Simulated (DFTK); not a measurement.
Wanted: the native input for a DFTK 0.8.2 run.

```
Task                         : single point
Functional                   : PBE
Potentials or basis          : dojo.nc.sr.pbe.v0_4_1.standard.upf (PBE)
Cutoff                       : 1007 eV
k mesh                       : 12 × 12 × 12
Occupations                  : methfessel-paxton order 2, width 0.1 eV
Spin                         : no spin polarisation
Valence electrons            : W 14
SCF tolerance on the density : 1e-06
```

The system is W.

```
CELL_PARAMETERS angstrom
-1.58234 1.58234 1.58234
1.58234 -1.58234 1.58234
1.58234 1.58234 -1.58234
ATOMIC_POSITIONS crystal
W 0.00000 0.00000 0.00000
```

One way to write it, as run:

run.jl

```julia
using DFTK
using PseudoPotentialData
using Unitful, UnitfulAtomic
using LinearAlgebra, Printf
include("save.jl")
disable_threading()

# lattice vectors are the columns
lattice = austrip(1u"Å") * [     -1.582345       1.582345       1.582345;
                 1.582345      -1.582345       1.582345;
                 1.582345       1.582345      -1.582345]
symbols   = [:W]
positions = [[0.0, 0.0, 0.0]]
pseudopotentials = PseudoFamily("dojo.nc.sr.pbe.v0_4_1.standard.upf")
elements = Dict(s => ElementPsp(s, pseudopotentials) for s in unique(symbols))
atoms    = [elements[s] for s in symbols]

build_model(lattice, positions; symmetries=true) =
    model_DFT(lattice, atoms, positions;
              functionals=PBE(),
              temperature=austrip(0.1u"eV"),
              smearing=Smearing.MethfesselPaxton(2),
              symmetries)
Ecut  = 37.0  # hartree
kgrid = [12, 12, 12]
tol   = 1e-6
to_GPa = ustrip(uconvert(u"GPa", 1u"hartree/bohr^3"))

model = build_model(lattice, positions)
basis = PlaneWaveBasis(model; Ecut, kgrid)
display(basis)
scfres = self_consistent_field(basis;
                               tol,
                               nbandsalg=AdaptiveBands(model; n_bands_converge=12))
display(scfres.energies)
@printf "Fermi level: %.6f eV\n" ustrip(auconvert(u"eV", something(scfres.εF, NaN)))
forces = compute_forces_cart(scfres)
println("Forces (eV/Å)")
for (s, f) in zip(symbols, forces)
    @printf "%-3s %12.6f %12.6f %12.6f\n" s ustrip.(auconvert.(u"eV/Å", f))...
end
stress = compute_stresses_cart(scfres)
println("Stress (GPa)")
display(round.(stress * to_GPa; digits=4))
println("Levels at the first k-point (eV): ", round.(ustrip.(auconvert.(u"eV", scfres.eigenvalues[1][1:scfres.n_bands_converge])); digits=4))
save_scf!(scfres; forces, stress)
```

Potentials or basis: dojo.nc.sr.pbe.v0_4_1.standard.upf (PBE).

The run is started by

```sh
$ julia --threads=1 run.jl  # save.jl only writes the numbers to a file and isn't shown; printed stress counts tension as positive; times include loading and compiling
```

Results of the run:

| Property | Result |
| --- | --- |
| Pressure | 6.0 GPa |
| Band gap on the k mesh | none (metal or under the smearing width) |

Wall time 65 s on 1 thread of Intel(R) Xeon(R) Platinum 8559C (Emerald Rapids), with other jobs on the host, peak memory 1.7 GiB.
